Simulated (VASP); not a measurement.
# TiO2 (Anatase) (I4_1/amd) in VASP: evGW0 quasiparticle levels with PBE

Aim: the evGW0 quasiparticle levels of TiO2 (Anatase) with PBE.

Everything below comes from runs of VASP 6.6.1. Logs are shortened: lines on timing, memory, paths and dates and some standing lists are left out, and cuts for length are marked.

## (1) The structure

Symmetry: I4_1/amd, No. 141, tetragonal system. Conventional cell: a = 3.784 Å, b = 3.784 Å, c = 9.515 Å, α = 90.00°, β = 90.00°, γ = 90.00°. Ti (site symmetry -4m2) has 6 O at 1.93 to 1.98 Å as nearest neighbours. Around O (site symmetry 2mm) lie 3 Ti at 1.93 to 1.98 Å.

## (2) EvGW0 quasiparticle levels, PBE

POSCAR reads:

```
TiO2
1.0
   -1.8921000000      1.8921000000      4.7573000000
    1.8921000000     -1.8921000000      4.7573000000
    1.8921000000      1.8921000000     -4.7573000000
Ti O
2 4
Direct
    0.7500000000      0.2500000000      0.5000000000
    0.0000000000      0.0000000000      0.0000000000
    0.7919000000      0.7919000000      0.0000000000
    0.5419000000      0.0419000000      0.5000000000
    0.9581000000      0.4581000000      0.5000000000
    0.2081000000      0.2081000000      0.0000000000
```

INCAR.step1 reads:

```
SYSTEM = TiO2
ALGO = Fast
EDIFF = 1E-8
ENCUT = 500
GGA = PE
ISMEAR = 0
KPAR = 4
LASPH = .TRUE.
LCHARG = .FALSE.
LREAL = .FALSE.
LWAVE = .TRUE.
NELM = 80
PREC = Accurate
SIGMA = 0.01
```

INCAR.step2 reads:

```
SYSTEM = TiO2
ALGO = Exact
EDIFF = 1E-8
ENCUT = 500
GGA = PE
ISMEAR = 0
ISTART = 1
KPAR = 4
LASPH = .TRUE.
LCHARG = .FALSE.
LOPTICS = .TRUE.
LREAL = .FALSE.
LWAVE = .TRUE.
NBANDS = 308
NELM = 1
PREC = Accurate
SIGMA = 0.01
```

INCAR.step3 reads:

```
SYSTEM = TiO2
ALGO = EVGW0
EDIFF = 1E-8
ENCUT = 500
ENCUTGW = 150
GGA = PE
ISMEAR = 0
ISTART = 1
KPAR = 4
LASPH = .TRUE.
LCHARG = .FALSE.
LREAL = .FALSE.
LWAVE = .FALSE.
NBANDS = 308
NBANDSGW = 32
NELMGW = 4
NOMEGA = 50
PREC = Accurate
PRECFOCK = Fast
SIGMA = 0.01
```

KPOINTS reads:

```
k-points
0
G
  4 4 4
  0 0 0
```

Potentials or basis: VASP PAW PBE potentials, release 64 (Ti_sv_GW, O_GW).

The run is started by

```sh
$ cat potpaw_PBE.64/Ti_sv_GW/POTCAR potpaw_PBE.64/O_GW/POTCAR > POTCAR
$ cp INCAR.step1 INCAR
$ mpirun -np 4 vasp_std > vasp.out
$ cp INCAR.step2 INCAR
$ mpirun -np 4 vasp_std > vasp.out
$ cp INCAR.step3 INCAR
$ mpirun -np 4 vasp_std > vasp.out
```

OUTCAR:

```text
SYSTEM = TiO2
   EDIFF = 1E-8
   ENCUT = 500
   ENCUTGW = 150
   GGA = PE
   ISMEAR = 0
   ISTART = 1
   LASPH = .TRUE.
   LREAL = .FALSE.
   NELMGW = 4
   PREC = Accurate
   PRECFOCK = Fast

 ion  position               nearest neighbor table
   1  0.750  0.250  0.500-   3 1.93   6 1.93   3 1.93   6 1.93   5 1.98   4 1.98
   2  0.000  0.000  0.000-   4 1.93   5 1.93   4 1.93   5 1.93   3 1.98   6 1.98
   3  0.792  0.792  0.000-   1 1.93   1 1.93   2 1.98
   4  0.542  0.042  0.500-   2 1.93   2 1.93   1 1.98
   5  0.958  0.458  0.500-   2 1.93   2 1.93   1 1.98
   6  0.208  0.208  0.000-   1 1.93   1 1.93   2 1.98

  LATTYP: Found a body centered tetragonal cell.
 ALAT       =     3.7842000000
 C/A-ratio  =     2.5142962846

  Lattice vectors:

 A1 = (  -1.8921000000,   1.8921000000,   4.7573000000)
 A2 = (   1.8921000000,  -1.8921000000,   4.7573000000)
 A3 = (   1.8921000000,   1.8921000000,  -4.7573000000)

Analysis of symmetry for initial positions (statically):
=====================================================================
 Subroutine PRICEL returns:
 Original cell was already a primitive cell.

 Routine SETGRP: Setting up the symmetry group for a
 body centered tetragonal supercell.

 Subroutine GETGRP returns: Found 16 space group operations
 (whereof  8 operations were pure point group operations)
 out of a pool of 16 trial point group operations.

The static configuration has the point symmetry D_2d.
 The point group associated with its full space group is D_4h.

Analysis of symmetry for dynamics (positions and initial velocities):
=====================================================================
 Subroutine PRICEL returns:
 Original cell was already a primitive cell.

 Routine SETGRP: Setting up the symmetry group for a
 body centered tetragonal supercell.

 Subroutine GETGRP returns: Found 16 space group operations
 (whereof  8 operations were pure point group operations)
 out of a pool of 16 trial point group operations.

The dynamic configuration has the point symmetry D_2d.
 The point group associated with its full space group is D_4h.

 Subroutine INISYM returns: Found 16 space group operations
 (whereof  8 operations are pure point group operations),
 and found     1 'primitive' translations

----------------------------------------------------------------------------------------

                                     Primitive cell

  volume of cell :      68.1253

  direct lattice vectors                    reciprocal lattice vectors
[... 57 lines left out ...]
 -0.250000  0.250000  0.000000      4.000000
  0.500000  0.500000  0.000000      2.000000
  0.250000  0.250000  0.250000      2.000000
 -0.250000  0.250000  0.250000      4.000000
  0.500000  0.500000  0.250000      4.000000
 -0.250000  0.500000  0.250000      8.000000
 -0.250000 -0.250000  0.250000      2.000000
  0.500000  0.500000  0.500000      1.000000
   k-points           NKPTS =     13   k-points in BZ     NKDIM =     64   number of bands    NBANDS=    308
   number of dos      NEDOS =    301   number of ions     NIONS =      6
   total plane-waves  NPLWV =  64000
   dimension x,y,z NGX =    40 NGY =   40 NGZ =   40
   dimension x,y,z NGXF=    80 NGYF=   80 NGZF=   80
   ions per type =               2   4
   NGX,Y,Z   is equivalent  to a cutoff of  12.18, 12.18, 12.18 a.u.
   NGXF,Y,Z  is equivalent  to a cutoff of  24.37, 24.37, 24.37 a.u.
 SYSTEM =  TiO2
   PREC   = accura    normal or accurate (medium, high low for compatibility)
   ISTART =      1    job   : 0-new  1-cont  2-samecut
   ICHARG =      0    charge: 1-file 2-atom 10-const
   ISPIN  =      1    spin polarized calculation?
   LNONCOLLINEAR =      F non collinear calculations
   LSORBIT =      F    spin-orbit coupling
   LASPH  =      T    aspherical Exc in radial PAW
   ENCUT  =  500.0 eV  36.75 Ry    6.06 a.u.   9.95  9.95  9.95*2*pi/ulx,y,z
   NELM   =     60;   NELMIN=  2; NELMDL=  0     # of ELM steps
   EDIFF  = 0.1E-07   stopping-criterion for ELM
   LREAL  =      F    real-space projection
   EDIFFG = 0.1E-06   stopping-criterion for IOM
   NSW    =      0    number of steps for IOM
   IBRION =     -1    ionic relax: 0-MD 1-quasi-New 2-CG
   NFREE  =      0    steps in history (QN), initial steepest desc. (CG)
   ISIF   =      0    stress and relaxation
   ISYM   =      3    0-nonsym 1-usesym 2-fastsym
   POTIM  = 0.5000    time-step for ionic-motion
   TEBEG  =    0.0;   TEEND  =   0.0 temperature during run
   PSTRESS=    0.0 pullay stress
   NELECT =      48.0000    total number of electrons
   NUPDOWN=      -1.0000    fix difference up-down
   EMIN   =  10.00;   EMAX   =-10.00  energy-range for DOS
   EFERMI =   0.00;   METHOD = LEGACY
   ISMEAR =     0;   SIGMA  =   0.01  broadening in eV -4-tet -1-fermi 0-gaus
   EFERMI_NEDOS =   21; number of points for ismear=-14 and -15
   IALGO  =     38    algorithm
   IMIX   =      4    mixing-type and parameters
     AMIX     =   0.40;   BMIX     =  1.00
     AMIX_MAG =   1.60;   BMIX_MAG =  1.00
  volume/ion in A,a.u.               =      11.35        76.62
  Fermi-wavevector in a.u.,A,eV,Ry     =   1.456752  2.752862 28.873289  2.122127
  Thomas-Fermi vector in A             =   2.573634
   LORBIT       =      0    0 simple, 1 ext, 2 COOP (PROOUT), +10 PAW based schemes
   GGA     = PE    functional components
   LHFCALC =     T    Hartree Fock is set to
   PRECFOCK=fast      Normal, Fast or Accurate (Low or Medium for compatibility)
   ENCUT4O =  -1.0   cutoff for four orbital integrals eV
   NKREDX  =     1    reduce k-point grid by
   NKREDY  =     1    reduce k-point grid by
   NKREDZ  =     1    reduce k-point grid by
   AEXX    =    1.0000 exact exchange contribution
   HFSCREEN=    0.0000 screening length (either q_TF or 0.3 A-1)
   HFSCREENC=   0.0000 screening length for correlation (either q_TF or 0.3 A-1)
   ENCUTFOCK=  -1.0 apply spherical cutoff to Coloumb kernel
   IVDW    =     0    specifies the selected vdW correction
   LEPSILON=     F    determine dielectric tensor
   LRPA    =     F    only Hartree local field effects (RPA)
   LRPAFORCE           =     F    calculate RPA forces
   ENCUTGW             = 150.0    cutoff for response function in eV
   ENCUTGWSOFT         = 120.0    soft cutoff for Coulomb kernel in GW response function in eV
   ENCUTLF             =  -1.0    cutoff for local field effects
   NELMGW              =     4    number of iterations in solving QP/BSE equation
   NELMHF              =     1    number of iterations in the inner HF iteration
   NKREDLFX            =     1    NKREDLFY  =   1   NKREDLFZ  =   1
 non-spin polarized calculation
 Gauss-broadening in eV      SIGMA  =   0.01
  energy-cutoff  :      500.00
  volume of cell :       68.13
 maximum number of plane-waves:      1744
  NGX = 24; NGY = 24; NGZ = 24
   NGX = 19   NGY = 19   NGZ = 19
 maximum number of plane-waves:       293

 QP shifts <psi_nk| G(iteration)W_0 |psi_nk>: iteration 1
 for sc-GW calculations column KS-energies equals QP-energies in previous step
 and V_xc(KS)=  KS-energies - (<T + V_ion + V_H > + <T+V_H+V_ion>^1  + <V_x>^1)

 k-point   1 :       0.0000    0.0000    0.0000
  band No.  KS-energies  QP-energies   sigma(KS)   V_xc(KS)     V^pw_x(r,r')   Z            occupation Imag(sigma)

      1     -52.9614     -54.0101     -26.7235     -24.9358     -41.6835       0.5867       2.0000       1.8286
      2     -52.9003     -53.9580     -26.7503     -24.9906     -41.7083       0.6011       2.0000       1.8257
      3     -29.4398     -30.3586     -25.2766     -23.8541     -34.5541       0.6459       2.0000       1.2232
      4     -29.2004     -30.1278     -25.5084     -24.0934     -34.6264       0.6555       2.0000       1.1373
      5     -29.2004     -30.1278     -25.5084     -24.0934     -34.6264       0.6555       2.0000       1.1373
      6     -29.1277     -30.0490     -25.5696     -24.1615     -34.6587       0.6543       2.0000       1.1075
[... 1824 lines left out ...]
     25       7.2452       7.2624     -17.2944      24.5630     -11.0361       0.7311       0.0000      -0.3711
     26       7.8957       7.9150     -17.9334      25.8561     -11.1614       0.7152       0.0000      -0.4276
     27       9.0562       9.0767     -18.7431      27.8289     -11.4855       0.6938
```

OUTCAR.step2:

```text
SYSTEM = TiO2
   EDIFF = 1E-8
   ENCUT = 500
   GGA = PE
[... 1069 lines left out ...]
  --------------------------------------------------------------------------------------------------------------
     0.00000     7.16100     7.16100     6.52980    -0.00000     0.00000    -0.00000
     2.36894     9.61319     9.61319     8.26463    -0.00000     0.00000    -0.00000
     4.73788     2.85053     2.85053     1.95247     0.00000     0.00000     0.00000
     7.10683    -1.80641    -1.80641     7.05536     0.00000     0.00000    -0.00000
     9.47577    -1.43221    -1.43221    -3.29549    -0.00000    -0.00000     0.00000
    11.84471     0.25505     0.25505     0.19343     0.00000    -0.00000     0.00000
[... 92 lines left out ...]
   232.15636     0.98314     0.98314     0.98320     0.00000    -0.00000     0.00000
   234.52530     0.98351     0.98351     0.98357     0.00000    -0.00000     0.00000
```

Wall time 53 min (4 MPI ranks of AMD EPYC 9R45 (Zen 5), shared host); peak memory 1.1 GiB.

What came out:

- Band gap on the k mesh, mean-field level: 2.16 eV, indirect (least direct gap 2.46 eV)
- Quasiparticle gap: 4.25 eV
- Least direct quasiparticle gap: 4.59 eV

Quasiparticle gap after each update of the energies (eV): 3.77, 4.14, 4.23, 4.25

Caveat: the k mesh is coarse (spacing up to 0.59 Å⁻¹), so the values aren't converged; bands, screening cutoff and mesh are small and nothing is extrapolated, so the quasiparticle values aren't converged.
